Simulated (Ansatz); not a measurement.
Runs of Ansatz 0.2.0 on C. Symmetry: R-3m, No. 166, trigonal system. Conventional cell: a = 2.466 Å, b = 2.466 Å, c = 24.848 Å, α = 90.00°, β = 90.00°, γ = 120.00°. C (site symmetry 3m) is surrounded by 3 C at 1.42 Å. C (site symmetry 3m) is surrounded by 3 C at 1.42 Å. This isn't the form of C at room conditions, which is graphite.

| task | level | potentials or basis | spin | cell | cutoff (eV) | smearing | points for each segment of the path | gap on the mesh (eV) | pressure (GPa) | largest force (eV/Å) |
| --- | --- | --- | --- | --- | --- | --- | --- | --- | --- | --- |
| band structure | LDA | JTH PAW LDA | collinear, ferrimagnetic start | as given | 780 | gaussian 0.02 eV | 14 | 0.19 | -6.6 | 0.01 |
| single point | PBE | Ansatz PAW | off | as given | 420 | fermi-dirac 0.05 eV | - | 0.18 | 0.1 | 0.01 |
| relaxation of cell and atoms | PBE+D3(BJ) | SSSP efficiency PAW | off | relaxed | 612 | cold 0.1 eV | - | - | 0.0 | - |
| density of states | SVWN5 | JTH PAW LDA | off | as given | 780 | fermi-dirac 0.1 eV | - | 0.19 | (a) | 0.01 |

Alike in all rows: k mesh 12 × 12 × 12.

**Question.** Fill in the values left out.

**Answer.** (a) -6.7.

Caveats: the k mesh misses the band edges, so the gap on the mesh is wider than the one along the path (some runs); the starting moments weren't kept (some runs); the plane-wave basis is chosen anew once the cell has moved, so the energies of steps on either side of that aren't comparable (some runs).
